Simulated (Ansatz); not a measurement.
Theory: Ansatz, DFT PBE, scalar-relativistic, plane waves, PAW. All cells share a 420 eV cutoff and Γ-centred k meshes spaced at most about 0.3 Å⁻¹ (about 0.25 or finer for metals, 2π included). No spin polarisation.

Each guess is relaxed in cell and atoms at zero pressure, on a coarse mesh first where it starts far from rest and then on a converged one. The steps can't lower the symmetry of the start, but it can rise. Energies are static (0 K, no zero-point motion).

Two unrelaxed guesses for HfB₄:

Guess 1.

Space group R-3m:H (No. 166). a = 4.140 Å, b = 4.140 Å, c = 9.292 Å, α = 90.00°, β = 90.00°, γ = 120.00°
| atom | site | symmetry | x | y | z |
| --- | --- | --- | --- | --- | --- |
| Hf | 3a | -3m | 0.0000 | 0.0000 | 0.0000 |
| B | 6c | 3m | 0.3333 | 0.6667 | 0.4600 |
| B | 6c | 3m | 0.3333 | 0.6667 | 0.3015 |

Guess 2.

Space group P6/mmm (No. 191). a = 3.093 Å, b = 3.093 Å, c = 5.046 Å, α = 90.00°, β = 90.00°, γ = 120.00°
```
atom  site  symmetry       x       y       z
  Hf    1a     6/mmm  0.0000  0.0000  0.0000
   B    2e       6mm  0.0000  0.0000  0.3760
   B    2c      -6m2  0.3333  0.6667  0.0000
```

Task: Do they relax into the same structure? If not, which is lower?

Result: No. Guess 1 ends lower, by 1.16 eV/atom. Guess 1: R-3m at 9.2 Å³/atom → R-3m at 10.8 Å³/atom; Guess 2: P6/mmm at 8.4 Å³/atom → P6/mmm at 17.3 Å³/atom. Counting B atoms around Hf (those within 1.25 times the shortest such distance or 1.15 times the sum of covalent radii; a plus sign parts nearer from farther groups), the end of guess 1 has Hf 2+12 and the end of guess 2 has Hf 8. The end of guess 1 holds B–B units of three or more atoms (shortest 1.57 Å); the end of guess 2 holds B–B pairs (shortest 1.64 Å). End of guess 1. Conventional cell: a = 4.424 Å, c = 9.512 Å. Hf has 2 B at 2.39 Å and 12 B at 2.67–2.68 Å; around B on its first site lie 1 B at 1.58 Å, 1 Hf at 2.39 Å, 3 B at 2.55 Å and 3 Hf at 2.67 Å; around B on its second site lie 2 B at 1.57–1.58 Å, 3 B at 2.55 Å and 3 Hf at 2.68 Å. End of guess 2. Conventional cell: a = 3.988 Å, c = 6.290 Å. Hf is surrounded by 8 B at 2.30–2.33 Å; B on a site of symmetry 6mm is surrounded by 1 B at 1.64 Å and 1 Hf at 2.33 Å; B on a site of symmetry -6m2 has 3 Hf at 2.30 Å and 3 B at 2.30 Å.

Ends held by symmetry can be saddle points. Even the lowest of the cells shown lies +0.73 eV/atom against the elements. These runs have no spin–orbit coupling, which can matter for Hf. Some types were kept out of the candidates beforehand, so the set may lack a known form.
